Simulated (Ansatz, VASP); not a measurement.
Zr: VASP beside Ansatz

```
CELL_PARAMETERS angstrom
3.23204 0.00000 0.00000
-1.61602 2.79903 0.00000
0.00000 0.00000 5.17158
ATOMIC_POSITIONS crystal
Zr 0.33333 0.66667 0.25000
Zr 0.66667 0.33333 0.75000
```

Alike in both runs: functional PBE; k mesh 16 × 16 × 10; occupations gaussian, width 0.05 eV; no spin polarisation.

Ansatz relaxed the structure, and its values are those at the end. VASP's run is a single point on that final structure, the one shown.

|  | VASP | Ansatz |
| --- | --- | --- |
| version | VASP 6.6.1 | Ansatz 0.2.0 |
| potentials or method | VASP PAW PBE potentials, release 64 (Zr_sv) | scalar-relativistic, plane waves, PAW |
| plane-wave cutoff (eV) | 520 | 420 |
| valence electrons in the cell | 24 | 24 |

```csv
,VASP,Ansatz,Ansatz less VASP
gap on the k mesh at the Fermi level (eV),none,none,-
pressure (GPa),0.0,0.0,-0.01
```

A gap of «none» marks a metal or a gap that the smearing closes. With one functional, cell and mesh, what is left measures potentials, basis and numerics.
